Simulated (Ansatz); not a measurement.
# BN: the cost of one run

Program: Ansatz 0.2.0. Level of theory: DFT PBE, scalar-relativistic, plane waves, PAW. These are calculated values, not measurements.

The COD entry's cell or inner coordinates are ideal or old and differ from later refinements, so a difference from it is no clean test against experiment.

## 1. The starting structure

Symmetry: P6_3/mmc, No. 194, hexagonal system. Conventional cell: a = 2.498 Å, b = 2.498 Å, c = 6.636 Å, α = 90.00°, β = 90.00°, γ = 120.00°. B (site symmetry -6m2) has 3 N at 1.44 Å in its first shell of neighbours. N (site symmetry -6m2) has 3 B at 1.44 Å in its first shell of neighbours.

Structure file:

```cif
data_structure
_symmetry_space_group_name_H-M 'P 1'
_symmetry_Int_Tables_number 1
_cell_length_a 7.9219
_cell_length_b 7.9219
_cell_length_c 8.6542
_cell_angle_alpha 105.849
_cell_angle_beta 105.849
_cell_angle_gamma 113.784
_cell_volume 430.39
loop_
_atom_site_label
_atom_site_type_symbol
_atom_site_fract_x
_atom_site_fract_y
_atom_site_fract_z
_atom_site_occupancy
B1 B 0.70833 0.95833 0.83333 1
B2 B 0.20833 0.45833 0.83333 1
B3 B 0.37500 0.62500 0.66667 1
B4 B 0.87500 0.12500 0.66667 1
B5 B 0.04167 0.29167 0.50000 1
B6 B 0.54167 0.79167 0.50000 1
B7 B 0.70833 0.95833 0.33333 1
B8 B 0.20833 0.45833 0.33333 1
B9 B 0.37500 0.62500 0.16667 1
B10 B 0.87500 0.12500 0.16667 1
B11 B 0.04167 0.29167 0.00000 1
B12 B 0.54167 0.79167 0.00000 1
B13 B 0.62500 0.37500 0.83333 1
B14 B 0.12500 0.87500 0.83333 1
B15 B 0.29167 0.04167 0.66667 1
B16 B 0.79167 0.54167 0.66667 1
B17 B 0.95833 0.70833 0.50000 1
B18 B 0.45833 0.20833 0.50000 1
B19 B 0.62500 0.37500 0.33333 1
B20 B 0.12500 0.87500 0.33333 1
B21 B 0.29167 0.04167 0.16667 1
B22 B 0.79167 0.54167 0.16667 1
B23 B 0.95833 0.70833 0.00000 1
B24 B 0.45833 0.20833 0.00000 1
N1 N 0.45833 0.20833 0.83333 1
N2 N 0.95833 0.70833 0.83333 1
N3 N 0.12500 0.87500 0.66667 1
N4 N 0.62500 0.37500 0.66667 1
N5 N 0.79167 0.54167 0.50000 1
N6 N 0.29167 0.04167 0.50000 1
N7 N 0.45833 0.20833 0.33333 1
N8 N 0.95833 0.70833 0.33333 1
N9 N 0.12500 0.87500 0.16667 1
N10 N 0.62500 0.37500 0.16667 1
N11 N 0.79167 0.54167 0.00000 1
N12 N 0.29167 0.04167 0.00000 1
N13 N 0.87500 0.12500 0.83333 1
N14 N 0.37500 0.62500 0.83333 1
N15 N 0.54167 0.79167 0.66667 1
N16 N 0.04167 0.29167 0.66667 1
N17 N 0.20833 0.45833 0.50000 1
N18 N 0.70833 0.95833 0.50000 1
N19 N 0.87500 0.12500 0.33333 1
N20 N 0.37500 0.62500 0.33333 1
N21 N 0.54167 0.79167 0.16667 1
N22 N 0.04167 0.29167 0.16667 1
N23 N 0.20833 0.45833 0.00000 1
N24 N 0.70833 0.95833 0.00000 1
```

The runs take a perfect supercell of 48 atoms; the defect goes to fractional position (0.458, 0.208, 0.833).

## 2. The perfect supercell

Contents of input.yaml:

```yaml
crystal:
  lattice:
    - [3.74736, -2.163539, -6.6357]
    - [3.74736, -2.163539, 6.6357]
    - [-7.49472, -4.327079, 0.0]
  atoms:
    - { symbol: B, position: [0.708334, 0.958333, 0.833333] }
    - { symbol: B, position: [0.208334, 0.458333, 0.833333] }
    - { symbol: B, position: [0.375, 0.625001, 0.666667] }
    - { symbol: B, position: [0.875, 0.125001, 0.666667] }
    - { symbol: B, position: [0.041667, 0.291667, 0.5] }
    - { symbol: B, position: [0.541667, 0.791667, 0.5] }
    - { symbol: B, position: [0.708334, 0.958333, 0.333333] }
    - { symbol: B, position: [0.208334, 0.458333, 0.333333] }
    - { symbol: B, position: [0.375, 0.625001, 0.166667] }
    - { symbol: B, position: [0.875, 0.125001, 0.166667] }
    - { symbol: B, position: [0.041667, 0.291667, 0.0] }
    - { symbol: B, position: [0.541667, 0.791667, 0.0] }
    - { symbol: B, position: [0.625, 0.374999, 0.833333] }
    - { symbol: B, position: [0.125, 0.874999, 0.833333] }
    - { symbol: B, position: [0.291666, 0.041667, 0.666667] }
    - { symbol: B, position: [0.791666, 0.541667, 0.666667] }
    - { symbol: B, position: [0.958333, 0.708333, 0.5] }
    - { symbol: B, position: [0.458333, 0.208333, 0.5] }
    - { symbol: B, position: [0.625, 0.374999, 0.333333] }
    - { symbol: B, position: [0.125, 0.874999, 0.333333] }
    - { symbol: B, position: [0.291666, 0.041667, 0.166667] }
    - { symbol: B, position: [0.791666, 0.541667, 0.166667] }
    - { symbol: B, position: [0.958333, 0.708333, 0.0] }
    - { symbol: B, position: [0.458333, 0.208333, 0.0] }
    - { symbol: "N", position: [0.458334, 0.208333, 0.833333] }
    - { symbol: "N", position: [0.958334, 0.708333, 0.833333] }
    - { symbol: "N", position: [0.125, 0.875001, 0.666667] }
    - { symbol: "N", position: [0.625, 0.375001, 0.666667] }
    - { symbol: "N", position: [0.791667, 0.541667, 0.5] }
    - { symbol: "N", position: [0.291667, 0.041667, 0.5] }
    - { symbol: "N", position: [0.458334, 0.208333, 0.333333] }
    - { symbol: "N", position: [0.958334, 0.708333, 0.333333] }
    - { symbol: "N", position: [0.125, 0.875001, 0.166667] }
    - { symbol: "N", position: [0.625, 0.375001, 0.166667] }
    - { symbol: "N", position: [0.791667, 0.541667, 0.0] }
    - { symbol: "N", position: [0.291667, 0.041667, 0.0] }
    - { symbol: "N", position: [0.875, 0.124999, 0.833333] }
    - { symbol: "N", position: [0.375, 0.624999, 0.833333] }
    - { symbol: "N", position: [0.541666, 0.791667, 0.666667] }
    - { symbol: "N", position: [0.041666, 0.291667, 0.666667] }
    - { symbol: "N", position: [0.208333, 0.458333, 0.5] }
    - { symbol: "N", position: [0.708333, 0.958333, 0.5] }
    - { symbol: "N", position: [0.875, 0.124999, 0.333333] }
    - { symbol: "N", position: [0.375, 0.624999, 0.333333] }
    - { symbol: "N", position: [0.541666, 0.791667, 0.166667] }
    - { symbol: "N", position: [0.041666, 0.291667, 0.166667] }
    - { symbol: "N", position: [0.208333, 0.458333, 0.0] }
    - { symbol: "N", position: [0.708333, 0.958333, 0.0] }
basis:
  ecutwfc: 420
  fft_grid_basis: typed
kpoints:
  mp_grid: { grid: [2, 2, 2] }
hamiltonian:
  xc: pbe
  pseudopotentials: { kind: paw }
scf:
  occupations: { method: gaussian, width: 0.05 }
output:
  forces: true
  stress: false
  eigenvalues: true
  bader: false
  write_density: true
  volumetric_format: npy
```

On the command line:

```console
$ ansatz run input.yaml --threads 4 --pin off --max-ram 10240MiB --backend cpu --events-out ev --progress --plain --runs-dir out
```

Q: Estimate wall time and peak memory on 4 threads of Arm Neoverse V1, shared host.

About 4.3 s, with a peak of 1.6 GiB.
